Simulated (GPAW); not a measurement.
# As (P-1) in GPAW: convergence with convergence criteria

Aim: find how far convergence criteria must go before the results for As settle, at PBE. This setting moves, with any that are tied to it; all else stays.

Program: GPAW 26.7.0. These are calculated values, not measurements. Logs are shortened: lines on timing, memory, paths and dates and some standing lists are left out, and cuts for length are marked. The log counts tension as positive stress, the text compression.

## 1. Starting point

The typed cell holds 1 atom: a = 2.999 Å, b = 2.598 Å, c = 2.582 Å, α = 78.73°, β = 76.84°, γ = 93.49°.

## 2. With convergence criteria density=0.001 energy=0.01 eigenstates=0.0001

The input, run.py:

```python
from ase.dft.bandgap import bandgap
from ase.io import read, write
from ase.units import GPa
from gpaw import GPAW, PW

atoms = read('As.xyz')

calc = GPAW(mode=PW(600),
            xc='PBE',
            kpts={'size': (7, 8, 8), 'gamma': True},
            occupations={'name': 'fermi-dirac', 'width': 0.05},
            nbands=9,
            convergence={'density': 0.001, 'energy': 0.01, 'eigenstates': 0.0001},
            maxiter=100,
            txt='gpaw.txt')
atoms.calc = calc
energy = atoms.get_potential_energy()
forces = atoms.get_forces()
stress = atoms.get_stress()
calc.write('gs.gpw')
write('result.traj', atoms)
print(f'Energy: {energy:.6f} eV')
print('Forces (eV/A):')
print(forces.round(4))
print('Stress (GPa):', (stress / GPa).round(3))
print('Fermi level:', round(calc.get_fermi_level(), 4), 'eV')
print(f'Gap: {bandgap(calc)[0]:.4f} eV, direct: {bandgap(calc, direct=True)[0]:.4f} eV')
```

The input, As.xyz:

```xyz
1
Lattice="2.9794804000 -0.1006165900 0.3237709600 -0.1006165900 2.5830128800 0.2618843200 0.3237709600 0.2618843200 2.5485519600" Properties=species:S:1:pos:R:3 pbc="T T T"
As     1.6013173850      1.3721403050      1.5671036200
```

Potentials or basis: GPAW PAW data sets (gpaw-data 1.2.1), pw.

Started as:

```
> OMP_NUM_THREADS=1 python run.py
```

Wall time 11 s (1 thread of Arm Neoverse V2, shared host); peak memory 0.16 GiB.

What came out:

```yaml
Free_energy: -4.2519 eV
Pressure: 7.7 GPa
Band_gap_on_the_k_mesh: none (metal or under the smearing width)
```

## 3. With convergence criteria default

run.py: that of step 2 with these lines changed.

```diff
@@ -12,3 +12,2 @@
             nbands=9,
-            convergence={'density': 0.001, 'energy': 0.01, 'eigenstates': 0.0001},
             maxiter=100,
```

As.xyz is that of step 2.

Potentials or basis: GPAW PAW data sets (gpaw-data 1.2.1), pw.

Started as:

```
> OMP_NUM_THREADS=1 python run.py
```

Run time: 14 s. Hardware: 1 thread of Arm Neoverse V2, shared host; peak memory 0.16 GiB.

Results (log left out):

```yaml
Free_energy: -4.2519 eV
Pressure: 7.7 GPa
Band_gap_on_the_k_mesh: none (metal or under the smearing width)
```

## 4. With convergence criteria density=1e-05 energy=1e-05

run.py: that of step 3 with these lines changed.

```diff
@@ -12,2 +12,3 @@
             nbands=9,
+            convergence={'density': 1e-05, 'energy': 1e-05},
             maxiter=100,
```

As.xyz is that of step 3.

Started as:

```
> OMP_NUM_THREADS=1 python run.py
```

Wall time 15 s (1 thread of Arm Neoverse V2, shared host); peak memory 0.16 GiB.

It converged, with:

```
Free energy            : -4.2519 eV
Pressure               : 7.7 GPa
Band gap on the k mesh : none (metal or under the smearing width)
```

## 5. With convergence criteria density=1e-05 forces=0.0001

run.py: that of step 4 with these lines changed.

```diff
@@ -12,3 +12,3 @@
             nbands=9,
-            convergence={'density': 1e-05, 'energy': 1e-05},
+            convergence={'density': 1e-05, 'forces': 0.0001},
             maxiter=100,
```

As.xyz is that of step 4.

Started as:

```
> OMP_NUM_THREADS=1 python run.py
```

Wall time 15 s (1 thread of Arm Neoverse V2, shared host); peak memory 0.16 GiB.

The run converged. Its results:

* Free energy: -4.2519 eV
* Pressure: 7.7 GPa
* Band gap on the k mesh: none (metal or under the smearing width)

## 6. With convergence criteria density=1e-06 energy=1e-06 eigenstates=1e-10

run.py: that of step 5 with these lines changed.

```diff
@@ -12,3 +12,3 @@
             nbands=9,
-            convergence={'density': 1e-05, 'forces': 0.0001},
+            convergence={'density': 1e-06, 'energy': 1e-06, 'eigenstates': 1e-10},
             maxiter=100,
```

As.xyz is that of step 5.

Potentials or basis: GPAW PAW data sets (gpaw-data 1.2.1), pw.

Started as:

```
> OMP_NUM_THREADS=1 python run.py
```

gpaw.txt:

```text
__  _  _
 | _ |_)|_||  |
 |__||  | ||/\| - 26.7.0

Input parameters:
  mode=PW(ecut=600.0),
  convergence={'density': 1e-06, 'energy': 1e-06, 'eigenstates': 1e-10},
  kpts=MonkhorstPack(size=(7, 8, 8), gamma=True),
  maxiter=100,
  nbands=9,
  occupations=Occupations(name='fermi-dirac', width=0.05),
  xc=XC(name='PBE')

Diagonalizing LCAO Hamiltonian
Converting LCAO to pw mode

       As

Atoms  # Å, Bohr magnetons
|   | symbol |        x |        y |        z |    initial magnetic moments |
|---|--------|----------|----------|----------|-----------------------------|
| 0 |     As | 1.601317 | 1.372140 | 1.567104 | ( 0.0000,  0.0000,  0.0000) |

Unit cell  # Å
| periodic |         x |         y |        z |  lengths |    angles |
|----------|-----------|-----------|----------|----------|-----------|
|      yes |  2.979480 | -0.100617 | 0.323771 | 2.998709 | 78.729564 |
|      yes | -0.100617 |  2.583013 | 0.261884 | 2.598204 | 76.836608 |
|      yes |  0.323771 |  0.261884 | 2.548552 | 2.582349 | 93.494428 |

Number of symmetries: 2
Symmetry operations  # r_c * U_cc + t_c -> r_c
|   | kind |            matrix            |
|---|------|------------------------------|
| 0 |  E   |  1, 0, 0,  0, 1, 0,  0, 0, 1 |
| 1 |  i   | -1, 0, 0,  0,-1, 0,  0, 0,-1 |

BZ-sampling:
  Number of BZ points: 448
  Number of IBZ points: 226

  Monkhorst-Pack size: [7, 8, 8]
  Monkhorst-Pack shift: [0.0, 0.0625, 0.0625]

K-points  # in reciprocal-cell coordinates
|     |                                coordinates |     weight |
|-----|--------------------------------------------|------------|
|   0 | (  0.00000000,   0.00000000,   0.00000000) | 0.00223214 |
|   1 | (  0.00000000,   0.00000000,   0.12500000) | 0.00446429 |
|   2 | (  0.00000000,   0.00000000,   0.25000000) | 0.00446429 |
|   3 | (  0.00000000,   0.00000000,   0.37500000) | 0.00446429 |
|   4 | (  0.00000000,   0.00000000,   0.50000000) | 0.00223214 |
|   5 | (  0.00000000,   0.12500000,  -0.37500000) | 0.00446429 |
|   6 | (  0.00000000,   0.12500000,  -0.25000000) | 0.00446429 |
|   7 | (  0.00000000,   0.12500000,  -0.12500000) | 0.00446429 |
|   8 | (  0.00000000,   0.12500000,   0.00000000) | 0.00446429 |
|   9 | (  0.00000000,   0.12500000,   0.12500000) | 0.00446429 |
| ... |                                            |            |
| 225 | (  0.42857143,   0.50000000,   0.50000000) | 0.00446429 |

Plane wave coefficients: 651
Cutoff: 600.0 eV

Spin-components: 1 (collinear spins)
Bands:           9
Projectors:      5
Spin-degeneracy: 2
Datatype:        complex128

Parallelization:
  kpt:    1
  domain: 1
  band:   1

Density:
  Valence electrons: 5.0
  Components: 1
  Grid points: [18 15 15]
  Charge: 0.0  # |e|

Potential:
  Grid points: [18 15 15]

species:
  As:
    name:    Arsenic
    Z:       33.0
    valence: 5
    core:    28
    charge:  0.0  # [|e|]
    compensation charges:
      type: gauss
      rc: 0.33  # [Å]
      lmax: 2
    cutoffs:
      filter: 1.87  # [Å]
      core: 2.96  # [Å]
    projectors
    | kind |    occ | energy [eV] | rcut [Å] |
    |------|--------|-------------|----------|
    |   4s |  2.000 |     -14.487 |    1.058 |
    |   4p |  3.000 |      -5.196 |    1.058 |
    |    s |        |      12.725 |    1.058 |
    |    p |        |      22.016 |    1.058 |
    |    d |        |       0.000 |    1.058 |

    Using partial waves for As as LCAO basis

Reference energy: -61502.973600  # eV

eigensolver:
  PPCG
  Converge bands: occupied
  niter=2

density mixing:
  MSR1-Mixer
  Pratt-step length: 0.05
  Maximum mixing coefficient: 0.75
  Old densities: 10
  SVD Regularization: 0.005
  Good broyden scale: 1.0
  Trust region scale: 1.0
  Backstep threshold: 4.0
  History deletion threshold: 6.0
  Fourier metric: weight=20.0, sigma=0.015

occupation numbers:
  Fermi-Dirac:
    width: 0.0500  # eV

poisson solver:
  ecut: 4800.0  # eV

xc functional:
  name: PBE with 2 nearest neighbor stencil

convergence criteria:
- Maximum integral of absolute [dens]ity change: 1e-06 electrons / valence electron
- Maximum [total energy] change in last 3 cyles: 1e-06 eV / valence electron
- Maximum integral of absolute [eigenst]ate change: 1e-10 eV^2 / valence electron
maximum number of iterations: 100

SCF iterations
|iter     | |      energy | eigst |  dens |
|---------|-|-------------|-------|-------|
|iter:   1| |   -4.249013 | -0.58 |       |
|iter:   2| |   -4.249853 | -3.07 | -1.39 |
|iter:   3| |   -4.249359 | -3.83 | -1.41 |
|iter:   4| |   -4.249550 | -4.65 | -1.94 |
|iter:   5| |   -4.249552 | -6.03 | -2.74 |
|iter:   6| |   -4.249553c| -8.14 | -3.69 |
|iter:   7| |   -4.249553c| -8.79 | -4.23 |
|iter:   8| |   -4.249553c| -9.82 | -5.00 |
|iter:   9| |   -4.249553c|-10.48c| -5.85 |
|iter:  10| |   -4.249553c|-11.50c| -6.56c|

Converged in 10 steps
Energy contributions relative to reference atoms: (reference = -61502.973600)

Energy contributions:
  Kinetic:          10.576881
  Coulomb:          -9.493970
  Zero:             -0.011596
  External:          0.000000
  Xc:               -5.318473
  Entropy:          -0.004788
  Spinorbit:         0.000000
  ----------------------------
  Free energy:      -4.251947
  Extrapolated:     -4.249553

dipole moment: (-0.000004, -0.000003, -0.000004)  # |e|*Ang

Fermi level: 7.842
Eigenvalues  # (at kpt = [0.000, 0.000, 0.000])
| band index |      eig [eV] | occ [0-2] |
|------------|---------------|-----------|
|          0 |        -7.306 |     2.000 |
|          1 |         9.521 |     0.000 |
|          2 |        13.903 |     0.000 |
|          3 |        14.776 |     0.000 |
|          4 |        15.396 |     0.000 |
|          5 |        18.683 |     0.000 |
|          6 |        21.331 |     0.000 |
|          7 |        28.118 |     0.000 |
|          8 |        28.212 |     0.000 |

No gap
No difference between direct/indirect transitions

Forces  # eV/Ang
|       x |       y |       z |
|---------|---------|---------|
| 0.00000 | 0.00000 | 0.00000 |  # As   0

Stress tensor  # eV/Ang^3
|        x |         y |         z |
|----------|-----------|-----------|
| 0.039626 |  0.006248 |  0.007523 |
| 0.006248 | -0.085036 |  0.033084 |
| 0.007523 |  0.033084 | -0.098052 |

# Writing to gs.gpw (mode='')
```

Wall time 17 s (1 thread of Arm Neoverse V2, shared host); peak memory 0.16 GiB.

Results:

```yaml
Free_energy: -4.2519 eV
Pressure: 7.7 GPa
Band_gap_on_the_k_mesh: none (metal or under the smearing width)
```

## 7. Result

| convergence criteria | energy less the tightest run, at zero smearing (meV/atom) | SCF cycles | CPU time (s) | peak memory (GiB) |
| --- | --- | --- | --- | --- |
| density=0.001 energy=0.01 eigenstates=0.0001 | 0.00 | 6 | 11 | 0.16 |
| default | 0.00 | 7 | 14 | 0.16 |
| density=1e-05 energy=1e-05 | 0.00 | 8 | 15 | 0.16 |
| density=1e-05 forces=0.0001 | 0.00 | 9 | 15 | 0.16 |
| density=1e-06 energy=1e-06 eigenstates=1e-10 | 0.00 | 10 | 17 | 0.16 |

Against the tightest run, the energy stays within 1 meV/atom from density=0.001 energy=0.01 eigenstates=0.0001 on. The tightest run that finished is the yardstick and may itself not be fully converged.
